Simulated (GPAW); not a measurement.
Crystal: InSe.

```xyz
8
Lattice="4.0473 0.0000 0.0000 -2.0237 3.5051 0.0000 0.0000 0.0000 18.0521" Properties=species:S:1:pos:R:3 pbc="T T T"
In    0.0000    2.3367    1.3971
In    0.0000    2.3367   16.6550
In    0.0000    0.0000    7.6289
In    0.0000    0.0000   10.4231
Se    0.0000    2.3367    6.3721
Se    0.0000    2.3367   11.6800
Se    2.0237    1.1684    2.6537
Se    2.0237    1.1684   15.3984
```

Measurements of this composition are mostly on another form, of space group No. 160.

Base run:

| Property | Result |
| --- | --- |
| Program | GPAW 26.7.0 |
| Functional | PBE |
| Potentials or basis | GPAW PAW data sets (gpaw-data 1.2.1) |
| Cutoff | 600 eV |
| Basis | pw |
| k mesh | 8 × 8 × 2 |
| Occupations | fermi-dirac, width 0.05 eV |
| Spin | no spin polarisation |

Its results: band gap on the k mesh 0.72 eV, direct; pressure 1.2 GPa; largest force 0.215 eV/Å.

Q: The run is repeated on the same cell with these changes: functional from PBE to r2SCAN; k mesh from 8 × 8 × 2 to 5 × 5 × 1. What comes out?

A: Band gap on the k mesh 1.12 eV, direct; pressure -0.2 GPa; largest force 0.025 eV/Å.

Several settings changed at once, so the effect can't be laid on one alone.

Caveats: spin-orbit coupling is left out, which moves the levels of the heavy elements; this functional lacks dispersion, which binds the layers, so the pressure and a relaxed spacing across them are unreliable (some runs); the PAW data sets were made with another functional, which shifts forces and pressure a little (some runs).
